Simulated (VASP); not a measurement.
Write the native input for VASP 6.6.1 that does the following.

| Quantity | Value |
| --- | --- |
| Task | single point |
| Functional | PBEsol |
| Potentials or basis | VASP PAW PBE potentials, release 64 (Cd, Te) |
| Cutoff | 520 eV |
| k mesh | 4 × 4 × 4 |
| Occupations | gaussian, width 0.02 eV |
| Spin | no spin polarisation |
| Dipole correction | no |
| Further INCAR settings | ALGO = Normal; EDIFF = 1e-06; NBANDS = 16 |

The structure of CdTe lies in POSCAR:

```
CdTe
1.0
    0.0000000000      3.2446714374      3.2446714374
    3.2446714374      0.0000000000      3.2446714374
    3.2446714374      3.2446714374      0.0000000000
Cd Te
1 1
Direct
    0.0000000000      0.0000000000      0.0000000000
    0.2500000000      0.2500000000      0.2500000000
```

These files were run (other wordings do the same):

INCAR

```
SYSTEM = CdTe
PREC = Accurate ; ENCUT = 520
EDIFF = 1E-6 ; ISMEAR = 0
SIGMA = 0.02 ; LREAL = .FALSE.
LASPH = .TRUE. ; NELM = 100
ALGO = Normal ; ISIF = 2
LWAVE = .FALSE. ; LCHARG = .FALSE.
GGA = PS ; NBANDS = 16
```

KPOINTS

```
regular mesh
0
G
  4 4 4
  0 0 0
```

Potentials or basis: VASP PAW PBE potentials, release 64 (Cd, Te).

The run is started by

```bash
$ cat potpaw_PBE.64/Cd/POTCAR potpaw_PBE.64/Te/POTCAR > POTCAR
$ mpirun -np 1 vasp_std > vasp.out
```

It gave:

The pressure is 0.4 GPa and the band gap on the k mesh is 0.64 eV, direct.

Caveat: the PAW data sets were made with another functional, which shifts forces and pressure a little; spin-orbit coupling is left out, which moves the levels of the heavy elements.

It took 22 s on 1 thread of AMD EPYC 7R13 Processor (Zen 3), with other jobs on the host, peak memory 0.16 GiB.
